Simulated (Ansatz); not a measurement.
A 2-atom cell of AgCl started from a crystallographic database, relaxed with r2SCAN in Ansatz 0.2.0: space group Fm-3m (No. 225), cubic; a = 5.546 Å in the conventional setting, 21.33 Å³ an atom. Ag has 6 Cl at 2.77 Å; Cl has 6 Ag at 2.77 Å. The primitive cell holds 2 atoms in 42.65 Å³. The values are computed, non-magnetic, and not measurements.

Computed values: PBE gives a gap of 0.91 eV and PBE0 (25 % exact exchange) 3.11 eV; one over PBE's mean ε∞ is 0.196. HSE06+SOC (4×4×4) gives a least gap of 2.38 eV and a least direct gap of 4.52 eV. r2SCAN's ε∞ is 4.52. On the PBEsol cell (Ω = 40.42 Å³ for two atoms) PBEsol gives ω_TO = 115.8 cm⁻¹, Z* = ±1.423 and ε∞ = 5.524.

**Question.** What is the density?

**Answer.** The cell holds 1 Ag, 1 Cl: M = 1×107.868 + 1×35.450 = 143.32 u in V = 42.65 Å³. ρ = 1.66054 × M/V = 1.66054 × 143.32/42.65 = 5.580 g/cm³, for the static r2SCAN lattice.

**Question.** Taking the gap as linear in the share of unscreened exchange, estimate the gap of the hybrid whose share is 1/ε∞.

**Answer.** The slope is (3.11 − 0.91)/0.25 = 8.80 eV per unit share, so E_g ≈ 0.91 + 8.80 × 0.196 = 2.63 eV. The run with that share gives 2.62 eV (6×6×6 mesh), -0.01 eV from the straight line.

**Question.** At what wavelength does absorption set in by HSE06+SOC, excitons left aside?

**Answer.** λ = 1239.84 eV nm/E: 521 nm for the least gap, where it needs phonons and is weak, and 274 nm for direct transitions.

**Question.** What refractive index and reflectivity at normal incidence follow, below the gap and above the phonons?

**Answer.** n = √4.52 = 2.126; R = ((n − 1)/(n + 1))² = (1.126/3.126)² = 13.0 % a face.

**Question.** Work out the longitudinal frequency.

**Answer.** ω_LO² − ω_TO² = 4π Z*² e²/(ε∞ μ Ω), with μ = 107.87×35.45/143.32 = 26.681 u and e² = 14.400 eV Å; √(eV/(u Å²)) is 521.47 cm⁻¹. That gives 1.67e+04 cm⁻², so ω_LO = √(115.8² + 1.67e+04) = 173.6 cm⁻¹; the program prints 173.6.

**Question.** What static dielectric constant follows from Lyddane-Sachs-Teller, and how strong is the polar coupling 1/ε∞ − 1/ε⁰?

**Answer.** ε⁰ = ε∞ (ω_LO/ω_TO)² = 5.524 × (173.6/115.8)² = 12.41 (the run: 12.42). 1/ε∞ − 1/ε⁰ = 0.1810 − 0.0806 = 0.1005, the factor that enters the Fröhlich constant.

Only the levels marked +SOC include spin-orbit coupling.

The meshes of the hybrids are coarse, so their gaps aren't converged to the digits shown.
